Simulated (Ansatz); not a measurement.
Au, 2 atoms in the cell. Symmetry: Cmcm, No. 63, orthorhombic system. The conventional cell has a = 2.823 Å, b = 5.112 Å, c = 4.893 Å, α = 90.00°, β = 90.00°, γ = 90.00°. Au (site symmetry m2m) has 12 Au at 2.82 to 2.97 Å as nearest neighbours. This isn't the form of Au at room conditions, which is fcc.

- Program: Ansatz 0.2.0
- Task: single point
- Functional: PBE
- Potentials or basis: all-electron LAPW, scalar-relativistic
- Cutoff: 261 eV (chosen from the basis error)
- Basis error allowed: 0.001 eV/atom
- k mesh: 11 × 11 × 6
- Occupations: fermi-dirac, width 0.05 eV
- Spin: no spin polarisation

Potentials or basis: all-electron LAPW, scalar-relativistic.

The run is started by

```bash
$ ansatz run input.yaml --threads 1 --pin off --max-ram 3072MiB --backend cpu --events-out ev --progress --plain --runs-dir out
```

Hardware: 1 thread of Intel(R) Xeon(R) 6975P-C (Granite Rapids), on a shared host.

Question: Estimate the wall time of this run.

Answer: Run time: 31 s on 1 thread of Intel(R) Xeon(R) 6975P-C (Granite Rapids), on a shared host, peak memory 0.7 GiB. Counts: scf iterations 7, plane waves 337, k points 144, bands 52.
